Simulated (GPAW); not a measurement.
## BN: single point with PBE

The system is BN.

```xyz
2
Lattice="0.0000 3.4953 2.1661 1.2516 0.0000 2.1661 1.2516 3.4953 0.0000" Properties=species:S:1:pos:R:3 pbc="T T T"
N     1.2516    3.4953    2.8881
B     1.2516    3.4953    0.0002
```

Measurements of this composition are mostly on another form, of space group No. 194.

```
Program             : GPAW 26.7.0
Task                : single point
Functional          : PBE
Potentials or basis : GPAW PAW data sets (gpaw-data 1.2.1)
Cutoff              : 600 eV
Basis               : pw
k mesh              : 10 × 10 × 10
Occupations         : fermi-dirac, width 0.05 eV
Spin                : no spin polarisation
Maxiter             : 120
Convergence         : default
```

```json
{
  "Pressure": "-4.5 GPa",
  "Largest force": "0.010 eV/Å",
  "Band gap on the k mesh": "3.90 eV, indirect (least direct gap 4.74 eV)"
}
```

Forces in eV/Å, atoms in the order of the input:
```
N    0.000  0.000 -0.010
B    0.000  0.000  0.010
```

Stress tensor (GPa, compression positive):
```
-3.60  0.00  0.00
 0.00 -6.43  0.00
 0.00  0.00 -3.56
```

Levels at points of the mesh, in eV from the valence-band top:
```tsv
k point	band 1	band 2	band 3	band 4	band 5	band 6	band 7
(0.00, 0.00, 0.00)	-17.83	-4.43	-1.36	-1.35	4.91	11.58	11.64
(0.00, 0.50, 0.50)	-14.59	-8.84	-4.19	-1.40	3.90	9.95	14.57
(0.50, 0.00, 0.50)	-17.64	-6.06	-1.37	-1.35	9.64	11.54	11.60
(0.50, 0.50, 0.00)	-14.69	-9.03	-4.16	-0.46	5.82	9.46	12.30
(0.50, 0.50, 0.50)	-14.65	-8.94	-4.16	-0.96	4.69	9.87	13.39
```

Run time: 49 s on 1 thread of Arm Neoverse V1 (shared host), peak memory 0.17 GiB.

Caveat: the cutoff is short for stress and forces, so pressures can be off by a GPa or more; the program warned that so skewed a cell can give wrong results. A k mesh can miss the band edges.
